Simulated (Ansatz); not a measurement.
# InPd: one contact scaled

One table from this session's results is given with a row withheld; the runs are named, their logs left out.

Computed with Ansatz 0.2.0 (DFT PBE, with the methods named in each step, unless a step's input says otherwise).

1 further run of the same task is left out (it didn't finish).

## The starting structure

Symmetry: Pm-3m, No. 221, cubic system. Conventional cell: a = 3.272 Å, b = 3.272 Å, c = 3.272 Å, α = 90.00°, β = 90.00°, γ = 90.00°. Around In (site symmetry m-3m) lie 8 Pd at 2.83 Å. Around Pd (site symmetry m-3m) lie 8 In at 2.83 Å.

Structure file:

```
CELL_PARAMETERS angstrom
3.27188 0.00000 0.00000
0.00000 3.27188 0.00000
0.00000 0.00000 3.27188
ATOMIC_POSITIONS crystal
In 0.00000 0.00000 0.00000
Pd 0.50000 0.50000 0.50000
```

Atoms are numbered in the order of the input: In1, Pd2.

The first run:

Contents of input.yaml:

```yaml
crystal:
  lattice:
    - [3.27188478, 0.0, 0.0]
    - [0.0, 3.27188478, 0.0]
    - [0.0, 0.0, 3.27188478]
  atoms:
    - { symbol: In, position: [0.0, 0.0, 0.0] }
    - { symbol: Pd, position: [0.5, 0.5, 0.5] }
kpoints:
  mp_grid: { grid: [9, 9, 9] }
scf:
  occupations: { method: fermi_dirac, width: 0.05 }
hamiltonian:
  xc: pbe
  pseudopotentials: { kind: all_electron, lapw: { basis_error: 0.001 } }
output:
  forces: true
  stress: true
  eigenvalues: true
  populations: true
```

On the command line:

```bash
$ ansatz run input.yaml --threads 1 --pin off --max-ram 2048MiB --backend cpu --events-out ev --progress --plain --runs-dir out
```

Steps of the session up to this table: The bond as given, LAPW; Shortest bond scaled by 1, crystal datasets; Shortest bond scaled by 0.94, LAPW; Shortest bond scaled by 0.94, crystal datasets; Shortest bond scaled by 0.82, LAPW; Shortest bond scaled by 0.7, LAPW; Shortest bond scaled by 0.7, crystal datasets; Shortest bond scaled by 0.58, LAPW.

One of the session's tables, all rows but one given; the rest of the session is left out.

| method | length (Å) | force along the bond (eV/Å) | pressure (GPa) | largest force (eV/Å) |
| --- | --- | --- | --- | --- |
| LAPW | 1.643 | 73.587 | 196.39 | 73.587 |
| LAPW | 1.983 | 18.245 | 62.96 | 18.245 |
| LAPW | 2.323 | 4.363 | 18.97 | 4.363 |
| LAPW | 2.664 | 0.779 | 5.17 | 0.779 |
| LAPW | 2.834 | 0.000 | 3.75 | 0.000 |
| PAW | 1.643 | 73.623 | 196.48 | 73.623 |
| PAW | 1.983 | 18.256 | 63.00 | 18.256 |
| PAW | 2.323 | 4.362 | 18.99 | 4.363 |
| PAW | 2.664 | 0.780 | 5.19 | 0.780 |
| PAW | 2.834 | 0.000 | 3.77 | 0.000 |
| PAW (cutoff 800 eV) | 1.643 | ? | ? | ? |
| crystal datasets | 1.983 | 18.247 | 62.96 | 18.247 |
| crystal datasets | 2.664 | 0.779 | 5.17 | 0.779 |
| crystal datasets | 2.834 | 0.000 | 3.75 | 0.000 |

Estimate the missing values for PAW (cutoff 800 eV), 1.643.

**Answer.** force along the bond (eV/Å): 73.166; pressure (GPa): 195.29; largest force (eV/Å): 73.166. In the column «force along the bond (eV/Å)» it lies between PAW, 1.983 (18.256) and LAPW, 1.643 (73.587).

To keep in mind: Rows by PAW come from runs of the same series that aren't printed here. Warnings in the runs' records: gradients without spin orbit, crystal datasets made.
